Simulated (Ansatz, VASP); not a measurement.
## Co2Si3: VASP beside Ansatz

```
CELL_PARAMETERS angstrom
3.83582 0.00000 0.00000
-1.91791 3.32191 0.00000
0.00000 0.00000 4.68488
ATOMIC_POSITIONS crystal
Co 0.33333 0.66667 0.15821
Co 0.66667 0.33333 0.84179
Si 0.00000 0.00000 0.00000
Si 0.33333 0.66667 0.64508
Si 0.66667 0.33333 0.35492
```

Alike in both runs: functional PBE; k mesh 6 × 6 × 4; occupations gaussian, width 0.1 eV; no spin polarisation.

Ansatz relaxed the structure, and its values are those at the end. VASP's run is a single point on that final structure, the one shown.

|  | VASP | Ansatz |
| --- | --- | --- |
| version | VASP 6.6.1 | Ansatz 0.2.0 |
| potentials or method | VASP PAW PBE potentials, release 64 (Co, Si) | scalar-relativistic, plane waves, PAW |
| plane-wave cutoff (eV) | 520 | 420 |
| valence electrons in the cell | 30 | 46 |

VASP gave:

```
gap on the k mesh at the Fermi level (eV) : none
pressure (GPa)                            : -0.1
rms of the force components (eV/Å)        : 0.004
```

Question: Estimate Ansatz's values.

Answer: gap on the k mesh at the Fermi level (eV): none; pressure (GPa): 0.0; rms of the force components (eV/Å): 0.004.

A gap of «none» marks a metal or a gap that the smearing closes. The two sets of potentials don't hold the same shells in valence.

Spin polarisation is off, so any magnetic state and its effect on volume and gap are missing.
